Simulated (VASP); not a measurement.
# AlN in VASP 6.6.1, single-point calculation

INCAR

```
LREAL = .FALSE.
ISMEAR = 0
NBANDS = 44
SIGMA = 0.01
ALGO = All
LASPH = .TRUE.
NSW = 0
PREC = Accurate
EDIFF = 1E-7
LWAVE = .FALSE.
METAGGA = R2SCAN
NELM = 92
LCHARG = .FALSE.
IBRION = -1
ISIF = 2
ENCUT = 520
```

KPOINTS

```
KPOINTS created by Atomic Simulation Environment
0
Gamma
10 10 10
0 0 0
```

POSCAR

```
Al N
 1.0000000000000000
     0.0000000000000000    1.9381137141000000    1.9381137141000000
     1.9381137141000000    0.0000000000000000    1.9381137141000000
     1.9381137141000000    1.9381137141000000    0.0000000000000000
 Al  N
   1   1
Cartesian
  0.0000000000000000  0.0000000000000000  0.0000000000000000
  1.9381137141000000  1.9381137141000000  1.9381137141000000
```

The recommended PBE PAW datasets give the neutral cell 8 valence electrons.

Command

```
mpirun -np 1 vasp_std
```

Problem. How does this run end, and what does it give?

Solution. It converged. Results: gap between bands v and c on the k mesh 5.74 eV; least direct gap on the k mesh 8.54 eV; pressure 42.0 GPa. Band v is the last that the valence electrons fill when counted band by band, and c is the next.

OSZICAR

```
N       E                     dE             d eps       ncg     rms           ort
DAV:   1     0.296755549639E+02    0.29676E+02   -0.60378E+03  2068   0.222E+02
DAV:   2    -0.212605169430E+02   -0.50936E+02   -0.48093E+02  2068   0.705E+01
DAV:   3    -0.223666657727E+02   -0.11061E+01   -0.10998E+01  2068   0.944E+00
DAV:   4    -0.223673272509E+02   -0.66148E-03   -0.66143E-03  2068   0.228E-01
DAV:   5    -0.223673273576E+02   -0.10664E-06   -0.10663E-06  2068   0.321E-03
SDA:   6    -0.165688248212E+02    0.57985E+01   -0.10663E-06  2068   0.484E+01   0.000E+00
CGA:   7    -0.186541909721E+02   -0.20854E+01   -0.20603E+01  2068   0.299E-01   0.127E+00
CGA:   8    -0.186718870465E+02   -0.17696E-01   -0.17531E-01  2068   0.219E-02   0.481E-03
CGA:   9    -0.186735231361E+02   -0.16361E-02   -0.16131E-02  2068   0.264E-03   0.532E-04
CGA:  10    -0.186736802578E+02   -0.15712E-03   -0.14915E-03  2068   0.937E-05   0.322E-04
SDA:  11    -0.186736843192E+02   -0.40614E-05   -0.39199E-05  2068   0.113E-05   0.321E-05
SDA:  12    -0.186736846319E+02   -0.31279E-06   -0.33691E-06  2068   0.435E-06   0.681E-06
SDA:  13    -0.186736846692E+02   -0.37243E-07   -0.83758E-07  2068   0.268E-06   0.339E-06
   1 F= -.18673685E+02 E0= -.18673685E+02  d E =0.000000E+00
```

For comparison, a separate r²SCAN run of the intended cell, on usual settings and not on those above, gives a gap of 5.74 eV on its mesh and a pressure of 42.0 GPa.
